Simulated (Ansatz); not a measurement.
# SnO2 (Cassiterite): the cost of one run

Code: Ansatz 0.2.0. Linear response, PAW datasets, plane waves. No spin polarisation and no zero-point or thermal motion.

**1. The cell**

The cell was relaxed beforehand with PBEsol.

Space group P4_2/mnm (No. 136), tetragonal; conventional cell a = 4.769 Å, c = 3.212 Å, 12.18 Å³ an atom. Sn has 6 O at 2.07 Å; O has 3 Sn at 2.07 Å.

Structure file:

```xyz
6
Lattice="4.7692 0.0000 0.0000 0.0000 4.7692 0.0000 0.0000 0.0000 3.2120" Properties=species:S:1:pos:R:3 pbc="T T T"
Sn    0.0000    0.0000    0.0000
Sn    2.3846    2.3846    1.6060
O     1.4607    1.4607    0.0000
O     0.9239    3.8453    1.6060
O     3.3085    3.3085    0.0000
O     3.8453    0.9239    1.6060
```

**2. Zone-centre modes, PBEsol**

input.yaml reads:

```yaml
crystal:
  lattice:
    - [4.7692289857, 0.0, 0.0]
    - [0.0, 4.7692289857, 0.0]
    - [0.0, 0.0, 3.2119992848]
  atoms:
    - { symbol: Sn, position: [0.0, 0.0, 0.0] }
    - { symbol: Sn, position: [0.5, 0.5, 0.5] }
    - { symbol: O, position: [0.3062745611, 0.3062745611, 0.0] }
    - { symbol: O, position: [0.1937254389, 0.8062745611, 0.5] }
    - { symbol: O, position: [0.6937254389, 0.6937254389, 0.0] }
    - { symbol: O, position: [0.8062745611, 0.1937254389, 0.5] }
kpoints:
  mp_grid: { grid: [4, 4, 6] }
hamiltonian:
  xc: pbesol
scf:
  occupations: { method: fixed }
phonons:
  method: dfpt
  dielectric: true
  qpoints: [[0, 0, 0]]
  rigid_motions: translations
```

Run with:

```bash
> ansatz run input.yaml --threads 4 --pin off --max-ram 9216MiB --backend cpu --events-out ev --progress --plain --runs-dir out
```

What time and memory should one allow on 4 threads of Arm Neoverse V2, shared host?

About 41 s, with a peak of 0.87 GiB.
